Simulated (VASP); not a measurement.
Write the native input for VASP 6.6.1 that does the following.

```yaml
Task: relaxation of cell and atoms
Functional: PBEsol
Potentials_or_basis: VASP PAW PBE potentials, release 64 (Zn, Se)
Cutoff: 600 eV
k_mesh: 8 × 8 × 8
Occupations: gaussian, width 0.03 eV
Spin: no spin polarisation
Further_INCAR_settings: ALGO = Normal; EDIFF = 1e-06; IBRION = 2; EDIFFG = -0.01; NSW = 90; ISIF = 3
```

The structure of ZnSe lies in POSCAR:

```
ZnSe
1.0
    0.0000000000      2.8338000000      2.8338000000
    2.8338000000      0.0000000000      2.8338000000
    2.8338000000      2.8338000000      0.0000000000
Zn Se
1 1
Direct
    0.0000000000      0.0000000000      0.0000000000
    0.2500000000      0.2500000000      0.2500000000
```

The input as run:

INCAR

```
ALGO = Normal
EDIFF = 1E-6
EDIFFG = -0.01
ENCUT = 600
GGA = PS
IBRION = 2
ISIF = 3
ISMEAR = 0
LASPH = True
LCHARG = False
LREAL = False
LWAVE = False
NELM = 80
NSW = 90
PREC = Accurate
SIGMA = 0.03
```

KPOINTS

```
k-points
0
Gamma
  8 8 8
```

Potentials or basis: VASP PAW PBE potentials, release 64 (Zn, Se).

Launch:

```sh
$ cat potpaw_PBE.64/Zn/POTCAR potpaw_PBE.64/Se/POTCAR > POTCAR
$ mpirun -np 1 vasp_std > vasp.out
```

It gave:

```yaml
Relaxed_volume: 22.44 Å³/atom
Relaxed_cell: a = 3.989 Å, b = 3.989 Å, c = 3.989 Å, α = 60.00°, β = 60.00°, γ = 60.00°
Space_group_after_relaxing_to_0.05_Å: F-43m (No. 216)
Energy_gained_by_relaxing: 0.9 meV/atom
Ionic_steps: 3
Pressure_after_relaxing: 0.0 GPa
Band_gap_on_the_k_mesh: 1.23 eV, direct
```

Caveat: the PAW data sets were made with another functional, which shifts forces and pressure a little.

Run time: 20 s on 1 thread of Intel(R) Xeon(R) 6975P-C (Granite Rapids), with other jobs on the host, peak memory 0.19 GiB.
